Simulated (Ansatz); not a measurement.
**Stack of 1T-PdSSe under 1T-PtSSe, shifted by a third of the diagonal in a perpendicular field**

Aim: how the stack of 1T-PdSSe under 1T-PtSSe, shifted by a third of the diagonal screens a field along its normal, and what the field does to its bands. A positive field points along +c.

Calculated with Ansatz 0.2.0; plane-wave DFT, PBE-D3(BJ), Ansatz PAW, in the first sound run; inputs show where later runs differ.

## Step 1: Set-up

The cell holds 6 atoms: 2 Se, 1 Pd, 2 S and 1 Pt. Its edges and angles: a = 3.650 Å, b = 3.650 Å, c = 45.957 Å, α = 90.0°, β = 90.0°, γ = 120.0°. Regions: layer 1: 1T-PdSSe, 3 atoms (1 Se, 1 Pd and 1 S); layer 2: 1T-PtSSe, 3 atoms (1 Se, 1 Pt and 1 S). Vacuum lies along c.

## Step 2: Relaxation

The starting cell is a guess, so the in-plane lattice and the atoms are relaxed first, with the slab cut off from its images along the normal.

input.yaml

```yaml
crystal:
  lattice:
    - [3.65, 0.0, 0.0]
    - [-1.825, 3.1609927238, 0.0]
    - [0.0, 0.0, 45.9572848149]
  atoms:
    - { symbol: Se, position: [0.6666666667, 0.3333333333, 0.4188672172] }
    - { symbol: Pd, position: [0.0, 0.0, 0.4471485592] }
    - { symbol: S, position: [0.3333333333, 0.6666666667, 0.4685846271] }
    - { symbol: Se, position: [0.0, 0.0, 0.5349506018] }
    - { symbol: Pt, position: [0.3333333333, 0.6666666667, 0.5616706411] }
    - { symbol: S, position: [0.6666666667, 0.3333333333, 0.5811327828] }
  periodic: [true, true, false]
kpoints:
  mp_grid: { grid: [12, 12, 1] }
hamiltonian:
  xc: pbe
  dispersion: d3bj
scf:
  occupations: { method: fermi_dirac, width: 0.05 }
  convergence: { dr2_threshold: 1.0e-09 }
relax:
  f_tol: 0.004
  max_steps: 90
  cell: {}
output:
  write_potential: true
  write_density: true
  volumetric_format: npy
```

Command:

```console
$ ansatz run input.yaml --threads 4 --pin off --max-ram 6144MiB --backend cpu --events-out ev --progress --plain --runs-dir out
```

Numbers of over 12 decimals in the logs are rounded to 6 here.

The log of the run:

```text
Warning: relax.cell: scf.convergence.dr2_threshold = 1e-9 eV is looser than the 1.96878302187e-10 eV advised for a relaxation that steers and ends on the stress (1e-10 eV for each atom of the cell: 6, times the square of relax.cell.stress_2d_tol = 0.05 N/m over 17.5 Å (the atoms' height at the walk's start and 5 Å past either face), 2.864e-2 GPa, over a crystal's default 0.05). What an SCF threshold leaves in a stress goes as its square root, and in the free energy as the threshold itself, and one threshold admits the most on a small cell: [figures from the program's tests cut] Set scf.convergence.dr2_threshold to 1.96878302187e-10 eV or tighter. [rest of the remark cut]
Engine: ansatz 0.2.0, aarch64-unknown-linux-gnu
Pseudopotentials: kind: paw
Pseudopotential: Se, paw, valence charge 16, recommended cutoff 420 eV (normal), Se.paw.azcp
Pseudopotential: Pd, paw, valence charge 18, recommended cutoff 420 eV (normal), Pd.paw.azcp
Pseudopotential: S, paw, valence charge 6, recommended cutoff 420 eV (normal), S.paw.azcp
Pseudopotential: Pt, paw, valence charge 18, recommended cutoff 420 eV (normal), Pt.paw.azcp
Functional definition: PBE
  parameter kappa = 0.804
  parameter beta = 0.066725
  exchange = pbe_x(kappa = kappa, mu = beta*pi^2/3)
  correlation = pbe_c(beta = beta)
Crystal: 6 atoms, lattice volume = 530.238 Å³
Basis set: ecut = 420 eV, 10221 PW (Γ), exchange–correlation on 50×50×640 points (8 copies of the dense FFT grid, shifted against one another)
Bands: 48, of which v1, the nominal top of the filled ones, is band 40 counted from 1 (39 counted from 0)
Symmetry: 6 space group operations
Space group: P3m1 (ITA 156), of the structure as read, at distance tolerance 8.1e-5 Å
k-points: 19 of 144 (time reversal used)
Non-local potential: Se, projectors of the file, l = 0: 2, l = 1: 2, l = 2: 3, l = 3: 1
Non-local potential: Pd, projectors of the file, l = 0: 2, l = 1: 2, l = 2: 2, l = 3: 1
Non-local potential: S, projectors of the file, l = 0: 2, l = 1: 2, l = 2: 2
Non-local potential: Pt, projectors of the file, l = 0: 3, l = 1: 2, l = 2: 2, l = 3: 1
PAW form: soft (Blöchl's): semilocal exchange-correlation on the pseudo side does not see the compensation charge
PAW one-centre angular grid: Se, 590 points (default); XC on 64 Gauss nodes
PAW one-centre angular grid: Pd, 590 points (default); XC on 64 Gauss nodes
PAW one-centre angular grid: S, 110 points (default); XC on 64 Gauss nodes
PAW one-centre angular grid: Pt, 590 points (default); XC on 64 Gauss nodes
Initial density: superposition of atomic densities (neutral atoms: chi_scale 0, normalization atom), corrected by the library's trained network
Initial wavefunctions: pseudopotential atomic-orbital guess
Functional: x = pbe(κ = 0.804, μ = 0.219515), c = pbe(β = 0.066725)
SCF iter   1: F=—  HF=-32240.972931 eV  |F-HF|=—  |Δ(HF+E_count)|=         —  Δρ=2.19e-3  dr2=1.48e-1  ethr=1.77e-3  ⟨swp⟩=19.6  Hψ=6726  notcnv=0  defer=1
preconditioner: auto → Resta (q_TF=auto, 1.991 Å⁻¹)  ε∞=2.3  [insulator: Δε(μ)=0.549 eV  Ē_g=9.471 eV  σ=0.050 eV  W_gap=0.99  n_scr=34 (ndim 8)  ℏωp=10.7 eV  f_vac=0.761  D(μ)=0.03/eV (n_scr^D=0)  ε∞_Penn≈2.3  vacuum switching on, ρ_ref=6.5e-3 e/Å³]
SCF iter   2: F=—  HF=-32241.026941 eV  |F-HF|=—  |Δ(HF+E_count)|=   5.40e-2  Δρ=4.58e-3  dr2=2.76e0  ethr=1.85e-4  ⟨swp⟩=5.1  Hψ=2089  notcnv=0  defer=31  recentre
preconditioner: auto → LDOS  [metal: Δε(μ)=0.054 eV  Ē_g=9.415 eV  σ=0.050 eV  W_gap=0.26  n_scr=34 (ndim 8)  ℏωp=10.7 eV  f_vac=0.761  D(μ)=2.58/eV (n_scr^D=12)  β→1.0]
SCF iter   3: F=—  HF=-32240.971241 eV  |F-HF|=—  |Δ(HF+E_count)|=   5.57e-2  Δρ=1.71e-3  dr2=1.01e-1  ethr=1.85e-4  ⟨swp⟩=4.7  Hψ=1955  notcnv=0  defer=33
SCF iter   4: F=—  HF=-32240.964564 eV  |F-HF|=—  |Δ(HF+E_count)|=   6.68e-3  Δρ=1.28e-3  dr2=3.93e-2  ethr=1.26e-4  ⟨swp⟩=2.6  Hψ=1200  notcnv=0  defer=31
SCF iter   5: F=—  HF=-32240.961482 eV  |F-HF|=—  |Δ(HF+E_count)|=   3.08e-3  Δρ=4.14e-4  dr2=1.49e-3  ethr=4.91e-5  ⟨swp⟩=4.3  Hψ=1623  notcnv=0  defer=33
SCF iter   6: F=—  HF=-32240.961291 eV  |F-HF|=—  |Δ(HF+E_count)|=   1.91e-4  Δρ=1.75e-4  dr2=1.34e-3  ethr=1.87e-6  ⟨swp⟩=3.3  Hψ=1859  notcnv=0  defer=29
SCF iter   7: F=—  HF=-32240.961251 eV  |F-HF|=—  |Δ(HF+E_count)|=   4.02e-5  Δρ=7.01e-5  dr2=3.73e-4  ethr=1.68e-6  ⟨swp⟩=1.8  Hψ=1010  notcnv=0  defer=29
SCF iter   8: F=—  HF=-32240.961218 eV  |F-HF|=—  |Δ(HF+E_count)|=   3.25e-5  Δρ=3.72e-5  dr2=1.71e-5  ethr=4.66e-7  ⟨swp⟩=2.7  Hψ=1276  notcnv=0  defer=29
SCF iter   9: F=—  HF=-32240.961325 eV  |F-HF|=—  |Δ(HF+E_count)|=   1.07e-4  Δρ=1.43e-5  dr2=6.87e-6  ethr=2.13e-8  ⟨swp⟩=3.3  Hψ=1752  notcnv=0  defer=29
SCF iter  10: F=—  HF=-32240.961435 eV  |F-HF|=—  |Δ(HF+E_count)|=   1.10e-4  Δρ=6.17e-6  dr2=9.08e-7  ethr=8.59e-9  ⟨swp⟩=2.9  Hψ=1315  notcnv=0  defer=32
SCF iter  11: F=—  HF=-32240.961435 eV  |F-HF|=—  |Δ(HF+E_count)|=   1.68e-8  Δρ=1.51e-6  dr2=1.25e-8  ethr=1.14e-9  ⟨swp⟩=3.2  Hψ=1652  notcnv=0  defer=31
SCF iter  12: F=—  HF=-32240.961435 eV  |F-HF|=—  |Δ(HF+E_count)|=   1.44e-8  Δρ=3.63e-7  dr2=1.96e-9  ethr=1.56e-11  ⟨swp⟩=3.4  Hψ=2080  notcnv=0  defer=31
SCF iter  13: F=-32240.961435 eV  HF=-32240.961435 eV  |F-HF|=1.04e-9  |Δ(HF+E_count)|=   5.95e-9  Δρ=1.83e-7  dr2=3.07e-10  ethr=1.25e-12  ⟨swp⟩=11.7  Hψ=6883  notcnv=0
SCF 1 converged in 13 iterations: F = -32240.961435 eV  dr2 = 3.07e-10
  greatest PAW one-centre occupation: 1.000 electrons in one spin orbital (limit 2), on the Pt atom at site 4 (counted from 0), in its partial waves of l = 0
relax step   1: F+E_penalty+E_count = -32240.96143479 eV  Δ(F+E_penalty+E_count) = +0.000e0 eV  max|allowed force component| = 3.592e0 eV/Å  Δτ_max = 0.0000 Å  P = +11.621 N/m  Ω = 530.238 Å³  fix = [c, alpha, beta]  reactions: c +0.000 N/m  (13 SCF iters, accepted)
Crystal: 6 atoms, lattice volume = 532.720 Å³
Basis set: ecut = 420 eV, 10317 PW (Γ), exchange–correlation on 50×50×640 points (8 copies of the dense FFT grid, shifted against one another)
Initial density: handed on by an earlier stage of this run
Initial wavefunctions: those handed on with the density
iter 1 solved again at ethr=1.36e-4 eV; its pass at ethr=3.10e-3 eV (dr2=1.09e-1 eV) is discarded
SCF iter   1: F=—  HF=-32241.805052 eV  |F-HF|=—  |Δ(HF+E_count)|=         —  Δρ=6.70e-3  dr2=1.11e-1  ethr=1.36e-4  ⟨swp⟩=3.6  Hψ=5987  notcnv=0
preconditioner: auto → LDOS  [insulator: Δε(μ)=0.386 eV  Ē_g=9.017 eV  σ=0.050 eV  W_gap=0.96  n_scr=46 (ndim 8)  ℏωp=10.7 eV  f_vac=0.755  D(μ)=0.13/eV (n_scr^D=2)  ε∞_Penn≈2.4  β→1.0]
[...]
SCF iter  10: F=—  HF=-32241.834252 eV  |F-HF|=—  |Δ(HF+E_count)|=   1.11e-4  Δρ=3.44e-6  dr2=1.29e-7  ethr=2.05e-9  ⟨swp⟩=3.1  Hψ=1432  notcnv=0  defer=36
SCF iter  11: F=—  HF=-32241.834252 eV  |F-HF|=—  |Δ(HF+E_count)|=   1.14e-7  Δρ=1.03e-6  dr2=6.71e-9  ethr=1.61e-10  ⟨swp⟩=3.2  Hψ=1857  notcnv=0  defer=36
SCF iter  12: F=—  HF=-32241.834252 eV  |F-HF|=—  |Δ(HF+E_count)|=   8.62e-9  Δρ=2.68e-7  dr2=1.90e-9  ethr=8.39e-12  ⟨swp⟩=3.4  Hψ=1956  notcnv=0  defer=36
SCF iter  13: F=-32241.834252 eV  HF=-32241.834252 eV  |F-HF|=4.91e-10  |Δ(HF+E_count)|=   4.14e-9  Δρ=9.67e-8  dr2=9.75e-11  ethr=1.25e-12  ⟨swp⟩=11.0  Hψ=6387  notcnv=0
SCF 3 converged in 13 iterations: F = -32241.834252 eV  dr2 = 9.75e-11
relax step   3: F+E_penalty+E_count = -32241.83425242 eV  Δ(F+E_penalty+E_count) = -5.053e-2 eV  max|allowed force component| = 4.773e-2 eV/Å  Δτ_max = 0.1921 Å  P = -0.860 N/m  Ω = 522.629 Å³  energy of the carried Pulay correction = +3.656e-4 eV  fix = [c, alpha, beta]  reactions: c -0.000 N/m  (13 SCF iters, accepted)
[...]
relax step   4: F+E_penalty+E_count = -32241.83232053 eV  Δ(F+E_penalty+E_count) = +1.932e-3 eV  max|allowed force component| = 1.524e-1 eV/Å  Δτ_max = 0.1154 Å  P = +0.033 N/m  Ω = 517.330 Å³  energy of the carried Pulay correction = +6.233e-4 eV  fix = [c, alpha, beta]  (12 SCF iters, rejected (line search))
[...]
relax step   5: F+E_penalty+E_count = -32241.83877160 eV  Δ(F+E_penalty+E_count) = -4.519e-3 eV  max|allowed force component| = 1.348e-2 eV/Å  Δτ_max = 0.0432 Å  P = -0.142 N/m  Ω = 519.526 Å³  energy of the carried Pulay correction = +5.162e-4 eV  fix = [c, alpha, beta]  reactions: c -0.000 N/m  (12 SCF iters, accepted)
[...]
relax step   6: F+E_penalty+E_count = -32241.83887172 eV  Δ(F+E_penalty+E_count) = -1.001e-4 eV  max|allowed force component| = 3.648e-3 eV/Å  Δτ_max = 0.0030 Å  P = -0.035 N/m  Ω = 519.179 Å³  energy of the carried Pulay correction = +5.331e-4 eV  fix = [c, alpha, beta]  reactions: c -0.000 N/m  (9 SCF iters, accepted)
Initial wavefunctions: pseudopotential atomic-orbital guess (no wavefunctions were taken with the density)
iter 1 solved again at ethr=1.32e-6 eV; its pass at ethr=3.10e-3 eV (dr2=1.06e-3 eV) is discarded
SCF iter   1: F=—  HF=-32241.838350 eV  |F-HF|=—  |Δ(HF+E_count)|=         —  Δρ=1.65e-5  dr2=2.65e-7  ethr=1.32e-6  ⟨swp⟩=4.7  Hψ=9556  notcnv=0
eigensolver tolerance schedule: the retry pair's looser diagonalisation over-reported the residual by 3985.21 of it (diagonalisation noise at an unbounded share of the residual, at the tolerance the schedule requests for it); recorded, not acted on — ethr = c·dr2/N_el stays at c = 1.0e-1
preconditioner: auto → LDOS  [insulator: Δε(μ)=0.414 eV  Ē_g=8.977 eV  σ=0.050 eV  W_gap=0.97  n_scr=28 (ndim 8)  ℏωp=10.8 eV  f_vac=0.750  D(μ)=0.09/eV (n_scr^D=2)  ε∞_Penn≈2.5  β→1.0]
SCF iter   2: F=—  HF=-32241.838421 eV  |F-HF|=—  |Δ(HF+E_count)|=   7.08e-5  Δρ=5.23e-6  dr2=2.14e-7  ethr=3.31e-10  ⟨swp⟩=5.4  Hψ=3248  notcnv=0
SCF iter   3: F=—  HF=-32241.838421 eV  |F-HF|=—  |Δ(HF+E_count)|=   1.88e-8  Δρ=2.30e-6  dr2=1.20e-7  ethr=2.68e-10  ⟨swp⟩=2.9  Hψ=1926  notcnv=0
SCF iter   4: F=—  HF=-32241.838421 eV  |F-HF|=—  |Δ(HF+E_count)|=   6.93e-9  Δρ=8.84e-7  dr2=1.33e-8  ethr=1.50e-10  ⟨swp⟩=2.0  Hψ=1198  notcnv=0
SCF iter   5: F=—  HF=-32241.838421 eV  |F-HF|=—  |Δ(HF+E_count)|=  5.82e-10  Δρ=3.13e-7  dr2=1.50e-9  ethr=1.66e-11  ⟨swp⟩=2.9  Hψ=1741  notcnv=0
SCF iter   6: F=-32241.838421 eV  HF=-32241.838421 eV  |F-HF|=9.09e-11  |Δ(HF+E_count)|=  3.67e-10  Δρ=1.33e-7  dr2=3.89e-10  ethr=1.25e-12  ⟨swp⟩=17.6  Hψ=7337  notcnv=0
SCF 7 converged in 6 iterations: F = -32241.838421 eV  dr2 = 3.89e-10
relax step   7: F+E_penalty+E_count = -32241.83842073 eV  Δ(F+E_penalty+E_count) = +4.510e-4 eV  max|allowed force component| = 3.637e-3 eV/Å  Δτ_max = 0.0000 Å  P = -0.039 N/m  Ω = 519.179 Å³  fix = [c, alpha, beta]  reactions: c -0.000 N/m  stress off target by 3.86e-2 N/m on what of the cell is left free  SCF on the basis re-selected at this cell (its energy is not comparable with the rows above)  (6 SCF iters)
basis re-selected at this cell: Δ(F+E_penalty+E_count) = +4.510e-4 eV, ΔP = -0.003 N/m vs the last step (what re-selecting the basis moved, of the pressure what is left beyond the Pulay correction that the steps carried, after the strain that the cell walked since its last selection, with what the two solves' SCF thresholds leave and, on support functions, any second-order correction that the steps lacked; it is no m [...]
WARN: The output density's exchange-correlation potential varies sharply where the density is thin. Do not read a vacuum level from v_tot or v_xc, or from such a field of the output density. On a cell that repeats whose density bears no net charge and no dipole along the vacuum's axis use v_es (v_loc + v_h of the components); under efield.dipole_correction with no amplitude use v_es + v_field, which holds any externa [...]
SCF converged after 6 iterations
Free energy (F): -32241.838421 eV
Harris-Foulkes:  -32241.838421 eV  (|F-HF|=9.09e-11)
Internal energy: -32241.837160 eV  (E = F + TS)
E sigma→0 (E₀):  -32241.837791 eV
Entropy (-TS):   -0.001260 eV (-0.210 meV/atom)
Fermi energy:    -5.292279 eV
--- Per-component energies (eV) ---
  E_band       = -2619.354097
  E_kinetic    = 1597.508101
  E_local      = -428873.427427  (includes V_loc(G=0)·N_el)
  E_nonlocal   = -718.824048
  E_hartree    = 213224.610083
  E_xc         = -832.236160
  E_vxc        = -884.600816  (∫ρ·V_xc dr)
  E_paw        = -18226.508977  (= ΣΔE_a)
  E_vpaw       = -189.234905  (= ΣTr[D̂ρ^β])
  E_aug_tail   = -0.000741  (compensation charges beyond the density's cutoff)
  E_ewald      = 201589.090024
  E_disp       = -2.048015  (pairwise vdW)
  E_smearing   = -0.001260  (= −TS)
  E_closure    = -0.000000  (closes the sum)
  Σ components = -32241.838421   (vs F -32241.838421, Δ=0.00e0)
--- Forces (eV/Å), atoms counted from 1 ---
  atom   1  Se    -0.00000000     0.00000000     0.00061434
  atom   2  Pd    -0.00000000    -0.00000000     0.00363749
  atom   3  S     -0.00000000    -0.00000000     0.00102183
  atom   4  Se     0.00000000     0.00000000    -0.00021495
  atom   5  Pt     0.00000000    -0.00000000    -0.00267354
  atom   6  S      0.00000000    -0.00000000    -0.00238389
  max |Σ_I F_I| component: 1.28e-6 eV/Å
--- 2D stress c σ (N/m, compression-positive) ---
       -0.038627       0.000000      -0.000000
        0.000000      -0.038627      -0.000000
       -0.000000      -0.000000      -0.000000
  P = ½ c Tr σ = -0.0386 N/m
--- Band table (eV; the first three rows and the last of 19) ---
  k-point 0: bands = [... 36 lower, -6.0750, -5.9204, -5.9204, -5.7871, -3.6582, -3.6582, -2.7568, -2.7568, ... 4 higher]
  k-point 1: bands = [... 36 lower, -6.0919, -5.9038, -5.9031, -5.5594, -4.0611, -3.7487, -3.2093, -2.8714, ... 4 higher]
  k-point 2: bands = [... 36 lower, -6.2113, -5.9378, -5.8827, -5.5888, -4.7375, -3.9171, -3.9089, -3.0828, ... 4 higher]
  k-point 18: bands = [... 36 lower, -7.4233, -7.1607, -6.7808, -6.5906, -4.9739, -4.7304, -3.9729, -3.6695, ... 4 higher]
  the weakly bound empty levels are not read free of the cell's end (no_gap_told)
--- Relaxed structure (6 steps of the walk, 5 accepted, 1 SCFs on fresh bases) ---
  F+E_penalty+E_count = -32241.83842073 eV   max|allowed force component| = 3.637e-3 eV/Å   (the final SCF, on the basis selected at the relaxed cell)
  cell:  # Å, volume = 519.1789 Å³
    - [3.611736, 0, 0]
    - [-1.805868, 3.127855, 0]
    - [0, 0, 45.9572848149]
  atoms:
    - { symbol: Se, position: [0.666667, 0.333333, 0.414401] }
    - { symbol: Pd, position: [0, 0, 0.444040] }
    - { symbol: S, position: [0.333333, 0.666667, 0.470500] }
    - { symbol: Se, position: [0, 0, 0.532575] }
    - { symbol: Pt, position: [0.333333, 0.666667, 0.562075] }
    - { symbol: S, position: [0.666667, 0.333333, 0.588764] }
```

It took 1.9 min on 4 threads of Arm Neoverse V1, shared host; peak memory 1 GiB.

Relaxation path:

```tsv
step	energy less that of the first step (eV)	largest force component (eV/Å)	volume (Å³)
1	0.0000	3.5919	530.24
2	-0.8223	0.6007	532.72
3	-0.8728	0.0477	522.63
4	-0.8709	0.1524	517.33
5	-0.8773	0.0135	519.53
6	-0.8774	0.0036	519.18
7*	-0.8770	0.0036	519.18
```

Relaxation steps marked * repeat the geometry before them on a plane-wave basis chosen anew for their cell, so energy and pressure can jump there. Relaxation step 4 was tried and not accepted.

Forces are held to the 6 operations that the run works with; a distortion that breaks them can't arise in this run.

```tsv
cell as run	before	after	change
a (Å)	3.650	3.612	-1.0 %
b (Å)	3.650	3.612	-1.0 %
```

The atoms that moved most (Å, along periodic axes as changes of fractional coordinates times the final cell, across vacuum about the mean position):

```tsv
atom	dx	dy	dz	length
S6	0.000	0.000	0.351	0.351
Se1	0.000	0.000	-0.205	0.205
Pd2	0.000	0.000	-0.143	0.143
Se4	0.000	0.000	-0.109	0.109
S3	0.000	0.000	0.088	0.088
Pt5	0.000	0.000	0.019	0.019
```

The relaxed structure:

```xyz
6
Lattice="3.6117 0.0000 0.0000 -1.8059 3.1279 0.0000 0.0000 0.0000 45.9573" Properties=species:S:1:pos:R:3
Se    1.8059    1.0426   19.0448
Pd    0.0000    0.0000   20.4069
S     0.0000    2.0852   21.6229
Se    0.0000    0.0000   24.4757
Pt    0.0000    2.0852   25.8314
S     1.8059    1.0426   27.0580
```

This step gave:

```yaml
energy_at_zero_smearing: -32241.8378 eV
```

The lattice constant a goes from 3.650 to 3.612 Å.

(Part 1 of 4 ends here.)

[Logs are printed without paths, hosts, clocks, repeated set-up lines and the standing remarks that a program may print on its own settings, such as how far it seeks lower states.]

[Hosts, paths, dates, database ids (printed as entryN), source tags and the programs' standing remarks are cut or masked in the printed files.]

[Maps of the electrostatic potential energy from Ansatz leave out the sawtooth potential of an applied field or a dipole correction, so their vacuum need not be flat; planar profiles and work functions include it.]
